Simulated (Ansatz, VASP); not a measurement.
## Ag: VASP beside Ansatz

```xyz
1
Lattice="-1.6417 1.6417 1.6417 1.6417 -1.6417 1.6417 1.6417 1.6417 -1.6417" Properties=species:S:1:pos:R:3 pbc="T T T"
Ag    0.0000    0.0000    0.0000
```

Alike in both runs: task single point; functional PBE; k mesh 18 × 18 × 18; occupations gaussian, width 0.05 eV; no spin polarisation.

|  | VASP | Ansatz |
| --- | --- | --- |
| version | VASP 6.6.1 | Ansatz 0.2.0 |
| potentials or method | VASP PAW PBE potentials, release 64 (Ag) | scalar-relativistic, plane waves, PAW |
| plane-wave cutoff (eV) | 520 | 420 |
| valence electrons in the cell | 11 | 19 |

|  | VASP | Ansatz | Ansatz less VASP |
| --- | --- | --- | --- |
| gap on the k mesh at the Fermi level (eV) | none | none | - |
| pressure (GPa) | 1.6 | 1.7 | +0.08 |

A gap of «none» marks a metal or a gap that the smearing closes. The two sets of potentials don't hold the same shells in valence.
